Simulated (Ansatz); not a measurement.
Wanted: the native input for an Ansatz 0.2.0 run.

```yaml
Task: relaxation of cell and atoms
Functional: PBEsol
Potentials_or_basis: Ansatz PAW
Cutoff: "420 eV (not typed: the program's choice for these potentials)"
k_mesh: 5 × 5 × 5
Occupations: fermi-dirac, width 0.05 eV
Spin: no spin polarisation
Target_pressure: 30 GPa
Target_pressure_GPa: 30
```

The system is W.

```
CELL_PARAMETERS angstrom
5.08300 0.00000 0.00000
0.00000 5.08300 0.00000
0.00000 0.00000 5.08300
ATOMIC_POSITIONS crystal
W 0.50000 0.25000 0.00000
W 0.50000 0.75000 0.00000
W 0.75000 0.00000 0.50000
W 0.25000 0.00000 0.50000
W 0.00000 0.50000 0.75000
W 0.00000 0.50000 0.25000
W 0.50000 0.50000 0.50000
W 0.00000 0.00000 0.00000
```

This isn't the form of W at room conditions, which is bcc.

One way to write it, as run:

input.yaml

```yaml
crystal:
  lattice:
    - [5.083, 0.0, 0.0]
    - [0.0, 5.083, 0.0]
    - [0.0, 0.0, 5.083]
  atoms:
    - { symbol: W, position: [0.5, 0.25, 0.0] }
    - { symbol: W, position: [0.5, 0.75, 0.0] }
    - { symbol: W, position: [0.75, 0.0, 0.5] }
    - { symbol: W, position: [0.25, 0.0, 0.5] }
    - { symbol: W, position: [0.0, 0.5, 0.75] }
    - { symbol: W, position: [0.0, 0.5, 0.25] }
    - { symbol: W, position: [0.5, 0.5, 0.5] }
    - { symbol: W, position: [0.0, 0.0, 0.0] }
hamiltonian:
  xc: pbesol
  pseudopotentials: { kind: paw }
kpoints:
  mp_grid: { grid: [5, 5, 5] }
scf:
  occupations: { method: fermi_dirac, width: 0.05 }
output:
  forces: true
  stress: true
  eigenvalues: true
  write_density: true
  write_potential: true
  elf: true
  volumetric_format: npy
relax:
  f_tol: 0.01
  max_steps: 40
  cell: { stress_tol: 0.05, p_target: 30.0 }
```

Potentials or basis: Ansatz PAW.

Launch:

```console
$ ansatz run input.yaml --threads 4 --pin off --max-ram 11264MiB --backend cpu --events-out ev --progress --plain --runs-dir out
```

It gave:

```json
{
  "Relaxed volume": "14.70 Å³/atom",
  "Relaxed cell": "a = 4.899 Å, b = 4.899 Å, c = 4.899 Å, α = 90.00°, β = 90.00°, γ = 90.00°",
  "Space group after relaxing (to 0.05 Å)": "Pm-3n (No. 223)",
  "Energy change on relaxing (the enthalpy is what falls)": "+91.9 meV/atom",
  "Ionic steps": "6",
  "Pressure after relaxing": "30.0 GPa",
  "Band gap on the k mesh": "none (metal or under the smearing width)"
}
```

Caveat: the plane-wave basis is chosen anew once the cell has moved, so the energies of steps on either side of that aren't comparable; the PAW data sets come from PBE, with cores solved anew for the run's functional, which leaves a small shift of forces and pressure.

It took 11 s on 4 threads of Arm Neoverse V1, with other jobs on the host, peak memory 0.53 GiB.
